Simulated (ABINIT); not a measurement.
# BN (Qingsongite): G0W0 in ABINIT against the bands in the self-energy

Wanted: the cheapest bands in the self-energy that holds the gap of BN (Qingsongite).

Main program and level: ABINIT 10.8.3; PBE and many-body steps on it, plane waves.

### 1. The structure

It takes space group F-43m (No. 216, cubic). The conventional cell has a = 3.615 Å, b = 3.615 Å, c = 3.615 Å, α = 90.00°, β = 90.00°, γ = 90.00°. Nearest to B lie 4 N at 1.57 Å. N has 4 B at 1.57 Å nearest. Farther neighbours and most contacts between anions are not listed.

As a file:

```cif
data_structure
_symmetry_space_group_name_H-M 'F-43m'
_symmetry_Int_Tables_number 216
_cell_length_a 3.6150
_cell_length_b 3.6150
_cell_length_c 3.6150
_cell_angle_alpha 90.000
_cell_angle_beta 90.000
_cell_angle_gamma 90.000
_cell_volume 47.24
loop_
_atom_site_label
_atom_site_type_symbol
_atom_site_symmetry_multiplicity
_atom_site_Wyckoff_symbol
_atom_site_fract_x
_atom_site_fract_y
_atom_site_fract_z
_atom_site_occupancy
B1 B 4 a 0.00000 0.00000 0.00000 1
N1 N 4 d 0.25000 0.25000 0.75000 1
```

The cell and positions come from the Crystallography Open Database and are kept as given unless a step says otherwise.

### 2. Screening, 8×8×8 mesh, 218 bands, screening to 435.4 eV

This step: ABINIT 10.8.3; RPA screening on PBE, plane waves, norm-conserving pseudopotentials.

The RPA dielectric matrix is built and inverted for each q.

run.abi reads:

```
acell 3*1.0 Angstrom
rprim 
  -0.000000000000 1.807500000000 1.807500000000
  1.807500000000 0.000000000000 1.807500000000
  1.807500000000 1.807500000000 -0.000000000000
ntypat 2
znucl 5 7
natom 2
typat 1 2
xred 
  0.000000000000 0.000000000000 0.000000000000
  0.250000000000 0.250000000000 0.250000000000
pp_dirpath "pseudos"
pseudos "B.upf, N.upf"
ecut 36
ngkpt 8 8 8
nshiftk 1
shiftk 0 0 0
kptopt 1
chksymbreak 0
istwfk *1
occopt 1
irdwfk 1
optdriver 3
nband 218
ecuteps 16
inclvkb 2
awtr 1
symchi 1
indata_prefix "in"
outdata_prefix "out"
tmpdata_prefix "tmp"
```

Run with:

```bash
$ OMP_NUM_THREADS=1 mpirun -n 8 abinit run.abi > log
```

The log of the run:

```text
.Version 10.8.3 of ABINIT. v10.8.2 released Aug 2026.

 Symmetries : space group F-4 3 m (#216); Bravais cF (face-center cubic)
[... echo of the input left out ...]
== DATASET  1 ==================================================================
-   mpi_nproc: 8, omp_nthreads: 1 (-1 if OMP is not activated)

--- !DatasetInfo
iteration_state: {dtset: 1, }
dimensions: {natom: 2, nkpt: 29, mband: 218, nsppol: 1, nspinor: 1, nspden: 1, mpw: 869, }
cutoff_energies: {ecut:  36.0, pawecutdg:  -1.0, }
electrons: {nelect:   8.00000000E+00, charge:   0.00000000E+00, occopt:   1.00000000E+00, tsmear:   1.00000000E-02, }

 SCREENING: Calculation of the susceptibility and dielectric matrices

 Based on a program developped by R.W. Godby, V. Olevano, G. Onida, and L. Reining.
 Incorporated in ABINIT by V. Olevano, G.-M. Rignanese, and M. Torrent.
.Using double precision arithmetic ; gwpc =  8

[... cell and pseudopotentials left out ...]
--------------------------------------------------------------------------------

 ==== K-mesh for the wavefunctions ====
 Number of points in the irreducible wedge :    29
[... list of points left out ...]
 Together with 24 symmetry operations and time-reversal symmetry
 yields   512 points in the full Brillouin Zone.

 ==== Q-mesh for the screening function ====
 Number of points in the irreducible wedge :    29
[... list of points left out ...]
 Together with 24 symmetry operations and time-reversal symmetry
 yields   512 points in the full Brillouin Zone.

 setmesh: FFT mesh size selected  =    24x   24x   24
          total number of points  =        13824

 vcoul_init : cutoff-mode = AUXILIARY_FUNCTION
 q-points for optical limit:   1
     1)      0.000010    0.000020    0.000030

- screening: taking advantage of time-reversal symmetry
- Maximum band index for partially occupied states nbvw = 4
- Remaining bands to be divided among processors   nbcw = 214
- Number of bands treated by each node ~26

 Number of electrons calculated from density =    8.0000; Expected =    8.0000
 average of density, n =  0.100376
 r_s =    1.3348
 omega_plasma =   30.5612 [eV]

 calculating chi0 at frequencies [eV] :
  1    0.000000E+00    0.000000E+00
  2    0.000000E+00    3.056116E+01

--------------------------------------------------------------------------------
  q-point number  1        q = ( 0.000000, 0.000000, 0.000000) [r.l.u.]
--------------------------------------------------------------------------------
[... chi0 elements left out ...]
 For q-point:  0.000010 0.000020 0.000030
  dielectric constant =   4.3078
  dielectric constant without local fields =   4.6612

  Average fulfillment of the sum rule on Im[epsilon] for q-point    1 :     99.08  [%]
[... wings left out ...]
  q-point number  2        q = ( 0.125000, 0.000000, 0.000000) [r.l.u.]
--------------------------------------------------------------------------------
[... chi0 elements left out ...]
  Average fulfillment of the sum rule on Im[epsilon] for q-point    2 :    101.13  [%]

 [... 27 further q-points ...]
```

The job ended after 4.5 min (8 MPI ranks of AMD EPYC 7R43, shared host; peak memory 3.1 GiB).

This step gave:

| Item | Value |
| --- | --- |
| ε∞ with local fields, on this mesh, along the program's q direction | 4.308 |
| the same without local fields | 4.661 |
| plasma frequency | 30.56 eV |
| plane waves in the screening matrix | 259 |

Local fields lower ε∞ by 8 %.

### 3. 12 bands

This step: G0W0 on PBE, plane waves, norm-conserving pseudopotentials.

run.abi, as its differences from that of step 2:

```diff
@@ -23,8 +23,17 @@
 irdwfk 1
-optdriver 3
-nband 218
+optdriver 4
+nband 12
+gwcalctyp 0
+ecutsigx 36
+symsigma 1
+nkptgw 2
+kptgw 
+  0.0000000000 0.0000000000 0.0000000000
+  0.5000000000 0.5000000000 0.0000000000
+bdgw 
+  2 7
+  3 6
 ecuteps 16
-inclvkb 2
-awtr 1
-symchi 1
+irdscr 1
+ppmodel 1
 indata_prefix "in"
```

The log of the run:

```text
.Version 10.8.3 of ABINIT. v10.8.2 released Aug 2026.

 Symmetries : space group F-4 3 m (#216); Bravais cF (face-center cubic)
[... echo of the input left out ...]
== DATASET  1 ==================================================================
-   mpi_nproc: 8, omp_nthreads: 1 (-1 if OMP is not activated)

--- !DatasetInfo
iteration_state: {dtset: 1, }
dimensions: {natom: 2, nkpt: 29, mband: 12, nsppol: 1, nspinor: 1, nspden: 1, mpw: 869, }
cutoff_energies: {ecut:  36.0, pawecutdg:  -1.0, }
electrons: {nelect:   8.00000000E+00, charge:   0.00000000E+00, occopt:   1.00000000E+00, tsmear:   1.00000000E-02, }

 SIGMA: Calculation of the GW corrections

 Based on a program developped by R.W. Godby, V. Olevano, G. Onida, and L. Reining.
 Incorporated in ABINIT by V. Olevano, G.-M. Rignanese, and M. Torrent.
.Using double precision arithmetic ; gwpc =  8

[... cell and pseudopotentials left out ...]
--------------------------------------------------------------------------------

 ==== K-mesh for the wavefunctions ====
 Number of points in the irreducible wedge :    29
[... list of points left out ...]
 Together with 24 symmetry operations and time-reversal symmetry
 yields   512 points in the full Brillouin Zone.

 ==== Q-mesh for screening function ====
 Number of points in the irreducible wedge :    29
[... list of points left out ...]
 Together with 24 symmetry operations and time-reversal symmetry
 yields   512 points in the full Brillouin Zone.

 vcoul_init : cutoff-mode = AUXILIARY_FUNCTION
 q-points for optical limit:   1
     1)      0.000010    0.000020    0.000030
 setmesh: FFT mesh size selected  =    25x   25x   25
          total number of points  =        15625

 Number of electrons calculated from density =    8.0000; Expected =    8.0000
 average of density, n =  0.100376
 r_s =    1.3348
 omega_plasma =   30.5612 [eV]

 === KS Band Gaps ===
  >>>> For spin  1
   Minimum direct gap =   8.8782 [eV], located at k-point      :   0.0000  0.0000  0.0000
   Fundamental gap    =   4.5349 [eV], Top of valence bands at :   0.0000  0.0000  0.0000
                                       Bottom of conduction at :   0.5000  0.5000  0.0000
 SIGMA fundamental parameters:
 PLASMON POLE MODEL  1
 number of plane-waves for SigmaX                  869
 number of plane-waves for SigmaC and W            259
 number of plane-waves for wavefunctions           869
 number of bands                                    12
 number of independent spin polarizations            1
 number of spinorial components                      1
 number of k-points in IBZ                          29
 number of q-points in IBZ                          29
 number of symmetry operations                      24
 number of k-points in BZ                          512
 number of q-points in BZ                          512
 number of frequencies for dSigma/dE                 9
 frequency step for dSigma/dE [eV]                0.25
 number of omega for Sigma on real axis              0
 max omega for Sigma on real axis  [eV]           0.00
 zcut for avoiding poles [eV]                     0.10

 EPSILON^-1 parameters (SCR file):
 dimension of the eps^-1 matrix on file            259
 dimension of the eps^-1 matrix used               259
 number of plane-waves for wavefunctions           869
 number of bands                                   218
 number of q-points in IBZ                          29
 number of frequencies                               2
 number of real frequencies                          1
 number of imag frequencies                          1

 matrix elements of self-energy operator (all in [eV])

 Perturbative Calculation

--- !SelfEnergy_ee
iteration_state: {dtset: 1, }
kpoint     : [   0.000,    0.000,    0.000, ]
spin       : 1
KS_gap     :    8.878
QP_gap     :   10.929
Delta_QP_KS:    2.051
data: !SigmaeeData |
     Band     E0 <VxcDFT>   SigX SigC(E0)      Z dSigC/dE  Sig(E)    E-E0       E
        2   8.220 -18.520 -22.080   3.714   0.835  -0.198 -18.391   0.129   8.349
        3   8.220 -18.520 -22.080   3.714   0.835  -0.198 -18.391   0.129   8.349
        4   8.220 -18.520 -22.080   3.714   0.835  -0.198 -18.391   0.129   8.349
        5  17.099 -13.778  -7.152  -4.067   0.852  -0.174 -11.598   2.180  19.278
        6  17.099 -13.778  -7.152  -4.067   0.852  -0.174 -11.598   2.180  19.278
        7  17.099 -13.778  -7.152  -4.067   0.852  -0.174 -11.598   2.180  19.278

--- !SelfEnergy_ee
iteration_state: {dtset: 1, }
kpoint     : [   0.500,    0.500,    0.000, ]
spin       : 1
KS_gap     :    9.442
QP_gap     :   11.372
Delta_QP_KS:    1.930
data: !SigmaeeData |
     Band     E0 <VxcDFT>   SigX SigC(E0)      Z dSigC/dE  Sig(E)    E-E0       E
        3   3.313 -16.496 -21.657   4.454   0.821  -0.218 -17.077  -0.581   2.733
        4   3.313 -16.496 -21.657   4.454   0.821  -0.218 -17.077  -0.581   2.733
        5  12.755 -12.570  -7.394  -3.608   0.861  -0.162 -11.221   1.349  14.104
        6  17.562 -12.696  -6.779  -4.067   0.859  -0.164 -11.107   1.589  19.151

== END DATASET(S) ==============================================================
================================================================================

 -outvars: echo values of variables after computation  --------
           etotal      0.0000000000E+00
            nband          12
             nkpt          29
          spgroup         216
 [... the other variables as echoed above ...]

 Calculation completed.
```

It took 6.8 s on 8 MPI ranks; peak memory 1.8 GiB.

This step gave:

```yaml
g0w0_gap_on_the_points_computed: 5.755 eV
starting_gap_on_the_mesh: 4.535 eV
k_of_the_valence_top: 0, 0, 0
k_of_the_conduction_bottom: 0.5, 0.5, 0
z_at_the_valence_top: 0.835
z_at_the_conduction_bottom: 0.861
least_direct_g0w0_gap_on_the_computed_points: 10.93 eV
```

### 4. 23 bands

run.abi, as its differences from that of step 3:

```diff
@@ -24,3 +24,3 @@
 optdriver 4
-nband 12
+nband 23
 gwcalctyp 0
```

The log of the run:

```text
.Version 10.8.3 of ABINIT. v10.8.2 released Aug 2026.

 Symmetries : space group F-4 3 m (#216); Bravais cF (face-center cubic)
[... echo of the input left out ...]
== DATASET  1 ==================================================================
-   mpi_nproc: 8, omp_nthreads: 1 (-1 if OMP is not activated)

--- !DatasetInfo
iteration_state: {dtset: 1, }
dimensions: {natom: 2, nkpt: 29, mband: 23, nsppol: 1, nspinor: 1, nspden: 1, mpw: 869, }
cutoff_energies: {ecut:  36.0, pawecutdg:  -1.0, }
electrons: {nelect:   8.00000000E+00, charge:   0.00000000E+00, occopt:   1.00000000E+00, tsmear:   1.00000000E-02, }

 SIGMA: Calculation of the GW corrections

 Based on a program developped by R.W. Godby, V. Olevano, G. Onida, and L. Reining.
 Incorporated in ABINIT by V. Olevano, G.-M. Rignanese, and M. Torrent.
.Using double precision arithmetic ; gwpc =  8

[... cell and pseudopotentials left out ...]
--------------------------------------------------------------------------------

 ==== K-mesh for the wavefunctions ====
 Number of points in the irreducible wedge :    29
[... list of points left out ...]
 Together with 24 symmetry operations and time-reversal symmetry
 yields   512 points in the full Brillouin Zone.

 ==== Q-mesh for screening function ====
 Number of points in the irreducible wedge :    29
[... list of points left out ...]
 Together with 24 symmetry operations and time-reversal symmetry
 yields   512 points in the full Brillouin Zone.

 vcoul_init : cutoff-mode = AUXILIARY_FUNCTION
 q-points for optical limit:   1
     1)      0.000010    0.000020    0.000030
 setmesh: FFT mesh size selected  =    25x   25x   25
          total number of points  =        15625

 Number of electrons calculated from density =    8.0000; Expected =    8.0000
[...]
number of omega for Sigma on real axis              0
 max omega for Sigma on real axis  [eV]           0.00
 zcut for avoiding poles [eV]                     0.10

 EPSILON^-1 parameters (SCR file):
 dimension of the eps^-1 matrix on file            259
 dimension of the eps^-1 matrix used               259
 number of plane-waves for wavefunctions           869
 number of bands                                   218
 number of q-points in IBZ                          29
 number of frequencies                               2
 number of real frequencies                          1
 number of imag frequencies                          1

 matrix elements of self-energy operator (all in [eV])

 Perturbative Calculation

--- !SelfEnergy_ee
iteration_state: {dtset: 1, }
kpoint     : [   0.000,    0.000,    0.000, ]
spin       : 1
KS_gap     :    8.878
QP_gap     :   10.887
Delta_QP_KS:    2.009
data: !SigmaeeData |
     Band     E0 <VxcDFT>   SigX SigC(E0)      Z dSigC/dE  Sig(E)    E-E0       E
        2   8.220 -18.520 -22.080   3.015   0.829  -0.206 -18.972  -0.452   7.768
        3   8.220 -18.520 -22.080   3.015   0.829  -0.206 -18.972  -0.452   7.768
        4   8.220 -18.520 -22.080   3.015   0.829  -0.206 -18.972  -0.452   7.768
[...]
--- !SelfEnergy_ee
iteration_state: {dtset: 1, }
kpoint     : [   0.500,    0.500,    0.000, ]
spin       : 1
KS_gap     :    9.442
QP_gap     :   11.355
Delta_QP_KS:    1.913
data: !SigmaeeData |
     Band     E0 <VxcDFT>   SigX SigC(E0)      Z dSigC/dE  Sig(E)    E-E0       E
[...]
5  12.755 -12.570  -7.394  -4.152   0.856  -0.169 -11.694   0.876  13.631
        6  17.562 -12.696  -6.779  -4.681   0.853  -0.172 -11.641   1.054  18.616

== END DATASET(S) ==============================================================
================================================================================

 -outvars: echo values of variables after computation  --------
           etotal      0.0000000000E+00
            nband          23
             nkpt          29
          spgroup         216
 [... the other variables as echoed above ...]

 Calculation completed.
```

Elapsed: 8.4 s, on 8 MPI ranks; peak memory 1.9 GiB; 64 s of CPU time.

This step gave:

| Quantity | Value |
| --- | --- |
| G0W0 gap on the points computed | 5.863 eV |
| starting gap on the mesh | 4.535 eV |
| k of the valence top | 0, 0, 0 |
| k of the conduction bottom | 0.5, 0.5, 0 |
| Z at the valence top | 0.829 |
| Z at the conduction bottom | 0.856 |
| least direct G0W0 gap on the computed points | 10.89 eV |

(Continued in part 2 of 2.)

[Paths, hosts, dates, memory and timing lines, banners, echoed tables and standing remarks are left out of the program output.]

[Logs are printed without paths, hosts, clocks, repeated set-up lines and the standing remarks that a program may print on its own settings, such as how far it seeks lower states.]

[Runs of the session that timed out or met a known fault of the program may be left out.]

[Hosts, paths, dates, database ids (printed as entryN), source tags and the programs' standing remarks are cut or masked in the printed files.]

[G0W0 gaps are taken among the corrected bands and points alone; a level outside them can change the order at an edge.]

[Where Ansatz stands beside ABINIT at settings called matched, ABINIT's density can come from a denser mesh and the files from another edition; pairs whose starting gaps differed by over 0.03 eV were left out, so agreement reads better than it is.]
